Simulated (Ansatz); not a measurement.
What DFT gives for Li

```
Li
1.0
     3.85831    0.00000    0.00000
     0.00000    3.99228    0.00000
     0.00000    0.00000    5.44313
Li
8
Direct
  0.25000 0.20800 0.03600
  0.25000 0.29200 0.53600
  0.75000 0.79200 0.96400
  0.75000 0.70800 0.46400
  0.25000 0.84200 0.31900
  0.25000 0.65800 0.81900
  0.75000 0.15800 0.68100
  0.75000 0.34200 0.18100
```

Level: PBE, no spin polarisation; 420 eV; 8×8×6 Γ-centred mesh; fermi-dirac occupations (width 0.1 eV); Ansatz 0.2.0, fixed geometry.

(1) Metal or insulator?

(2) What do density and ELF say about some of the short contacts?

(3) Is the cell too large or too small?

(4) Where is the largest force?

Origin: a known structure type with other elements, at an estimated volume, so it need not be a known compound. Caveats: atoms or cell far from equilibrium.

## Answers

(1) It is a metal, with about 2.2 states/eV a cell as the mean within 0.25 eV of the Fermi level.

(2) Li–Li at 2.12 Å: least valence density 0.09 e/Å³ and ELF 0.09 there. Both are smooth PAW fields, read partly inside the augmentation spheres.

(3) The pressure is 25.5 GPa (compression positive), so with the atoms held at these fractions the cell would first expand. The principal stresses 24.1, 25.6, 26.8 GPa differ, so its shape would change too.

(4) The largest is on Li6 (and as large on other atoms): 0.58 eV/Å, components (0.00, 0.54, -0.22). It makes 111° with the line to a nearest neighbour, Li2 at 2.12 Å.
